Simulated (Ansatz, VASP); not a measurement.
# One calculation of TePb, two programs

The input INCAR:

```
PREC = Accurate
ENCUT = 600
EDIFF = 1E-7
ISMEAR = -1
SIGMA = 0.05
LREAL = False
LASPH = True
NELM = 60
ALGO = Normal
ISIF = 3
LWAVE = False
LCHARG = False
GGA = RE
IBRION = 2
NSW = 60
EDIFFG = -0.02
```

The input KPOINTS:

```
regular mesh
0
Gamma
  7 7 7
```

Contents of POSCAR:

```
TePb
1.0
    0.0000000000      3.2310000000      3.2310000000
    3.2310000000      0.0000000000      3.2310000000
    3.2310000000      3.2310000000      0.0000000000
Pb Te
1 1
Direct
    0.0000000000      0.0000000000      0.0000000000
    0.5000000000      0.5000000000      0.5000000000
```

Contents of input.yaml:

```yaml
crystal:
  lattice:
    - [0.0, 3.231, 3.231]
    - [3.231, 0.0, 3.231]
    - [3.231, 3.231, 0.0]
  atoms:
    - { symbol: Pb, position: [0.0, 0.0, 0.0] }
    - { symbol: Te, position: [0.5, 0.5, 0.5] }
hamiltonian:
  xc: revpbe
  pseudopotentials: { kind: paw }
kpoints:
  mp_grid: { grid: [7, 7, 7] }
scf:
  occupations: { method: fermi_dirac, width: 0.05 }
output:
  forces: true
  stress: true
relax:
  f_tol: 0.01
  max_steps: 40
  cell: { stress_tol: 0.05 }
```

Alike in both runs: task relaxation of cell and atoms; functional revPBE; k mesh 7 × 7 × 7; occupations fermi-dirac, width 0.05 eV; no spin polarisation.

|  | VASP | Ansatz |
| --- | --- | --- |
| version | VASP 6.6.1 | Ansatz 0.2.0 |
| potentials or method | VASP PAW PBE potentials, release 64 (Pb_d, Te) | Ansatz PAW |
| plane-wave cutoff (eV) | 600 | 420 |
| valence electrons in the cell | 20 | 30 |

Ansatz gave:

* relaxed volume (Å³/atom): 36.43
* relaxed cell length with the largest relative difference (Å): 4.688
* energy change over the relaxation (meV/atom): -25

Question: Which values does VASP return?

Answer: Relaxed volume (Å³/atom): 36.38; relaxed cell length with the largest relative difference (Å): 4.686; energy change over the relaxation (meV/atom): -25.

The two sets of potentials don't hold the same shells in valence.

Caveats: the PAW data sets were made with another functional, which shifts forces and pressure a little (VASP); the plane-wave basis is chosen anew once the cell has moved, so the energies of steps on either side of that aren't comparable (Ansatz); the PAW data sets come from PBE, with cores solved anew for the run's functional, which leaves a small shift of forces and pressure (Ansatz). Zero-point motion and thermal expansion aren't in these numbers. Spin-orbit coupling is left out, which matters for the levels of Pb, Te.
